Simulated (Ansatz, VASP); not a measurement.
# Al: VASP beside Ansatz

```
Al
1.0
     2.77444    0.00000    0.00000
    -1.38722    2.40274    0.00000
     0.00000    0.00000    4.80107
Al
2
Direct
  0.33333 0.66667 0.25000
  0.66667 0.33333 0.75000
```

This isn't the form of Al at room conditions, which is fcc.

Alike in both runs: task single point; functional r2SCAN; k mesh 11 × 11 × 6; occupations fermi-dirac, width 0.05 eV; no spin polarisation.

|  | VASP | Ansatz |
| --- | --- | --- |
| version | VASP 6.6.1 | Ansatz 0.2.0 |
| potentials or method | VASP PAW PBE potentials, release 64 (Al) | Ansatz PAW |
| plane-wave cutoff (eV) | 520 | 500 |
| valence electrons in the cell | 6 | 6 |

Ansatz gave:

| Quantity | Value |
| --- | --- |
| gap on the k mesh at the Fermi level (eV) | none |
| pressure (GPa) | 0.6 |
| largest component of the traceless stress (GPa) | 4.58 |

Question: What did VASP give for the same quantities?

Answer: gap on the k mesh at the Fermi level (eV): none; pressure (GPa): 0.2; largest component of the traceless stress (GPa): 4.57.

A gap of «none» marks a metal or a gap that the smearing closes. The functional is the same, so the differences come from potentials, cutoffs and numerics.

Caveats: the PAW data sets were made with another functional, which shifts forces and pressure a little (VASP); the PAW data sets come from PBE, with cores solved anew for the run's functional, which leaves a small shift of forces and pressure (Ansatz).
